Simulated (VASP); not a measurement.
Pb, 1 atom in the cell. The structure is cubic, space group Fm-3m (No. 225). Conventional cell: a = 5.030 Å, b = 5.030 Å, c = 5.030 Å, α = 90.00°, β = 90.00°, γ = 90.00°. Around Pb (site symmetry m-3m) lie 12 Pb at 3.56 Å.  The cell isn't the ideal one: a relaxed cell with its volume scaled by 1.02.

| Property | Result |
| --- | --- |
| Program | VASP 6.6.1 |
| Task | relaxation of the atoms |
| Functional | r2SCAN |
| Potentials or basis | VASP PAW PBE potentials, release 64 (Pb_d) |
| Cutoff | 600 eV |
| k mesh | 14 × 14 × 14 |
| Occupations | methfessel-paxton, width 0.1 eV |
| Spin | no spin polarisation |
| Further INCAR settings | ALGO = Normal; EDIFF = 1e-07; IBRION = 2; EDIFFG = -0.01; NSW = 40 |

Potentials or basis: VASP PAW PBE potentials, release 64 (Pb_d).

Command:

```bash
$ cat potpaw_PBE.64/Pb_d/POTCAR > POTCAR
$ mpirun -np 1 vasp_std > vasp.out
```

Hardware: 1 thread of Intel(R) Xeon(R) Platinum 8488C (Sapphire Rapids), on a shared host.

How long does it take, and how much memory?

It took 2.5 min on 1 thread of Intel(R) Xeon(R) Platinum 8488C (Sapphire Rapids), on a shared host, peak memory 0.19 GiB. Counts: scf iterations 19, k points 104, ion steps 1.
